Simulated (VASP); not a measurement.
A run of VASP 6.6.1:

POSCAR

```
MoP
1.0
    3.2421003625      0.0000000000      0.0000000000
   -1.6210501812      2.8077412755      0.0000000000
    0.0000000000      0.0000000000      3.1936992179
  Mo              P
     1     1
Direct
     0.0000000000000000    0.0000000000000000    0.0000000000000000
     0.3333333332999970    0.6666666667000030    0.5000000000000000
```

Contents of INCAR.step1:

```
  ALGO = Normal
  EDIFF = 1E-8
  EDIFFG = -0.002
  ENCUT = 600
  GGA = PE
  IBRION = 2
  ISIF = 3
  ISMEAR = 1
  KPAR = 2
  LASPH = True
  LCHARG = False
  LREAL = False
  LWAVE = False
  NELM = 80
  NSW = 40
  PREC = Accurate
  SIGMA = 0.2
```

INCAR.step2

```
  ALGO = Normal
  EDIFF = 1E-8
  ENCUT = 600
  GGA = PE
  IBRION = 6
  ISIF = 3
  ISMEAR = 1
  KPAR = 2
  LASPH = True
  LCHARG = False
  LREAL = False
  LWAVE = False
  NELM = 80
  NFREE = 2
  NSW = 1
  POTIM = 0.015
  PREC = Accurate
  SIGMA = 0.2
```

Contents of KPOINTS:

```
k-points
0
Gamma
  24 24 21
```

Potentials or basis: VASP PAW PBE potentials, release 64 (Mo_sv, P).

Run with:

```bash
$ cat potpaw_PBE.64/Mo_sv/POTCAR potpaw_PBE.64/P/POTCAR > POTCAR
$ cp INCAR.step1 INCAR
$ mpirun -np 2 vasp_std > vasp.out
$ cp CONTCAR POSCAR
$ cp INCAR.step2 INCAR
$ mpirun -np 2 vasp_std > vasp.out
```

Hardware: 2 MPI ranks on AMD EPYC 9R45 96-Core Processor (Zen 5), on a shared host.

Question: How long does it take, and how much memory?

Answer: Wall time 58 min on 2 MPI ranks on AMD EPYC 9R45 96-Core Processor (Zen 5) (shared host), peak memory 2.3 GiB a rank. Counts: scf iterations 210, k points 671, ion steps 5.
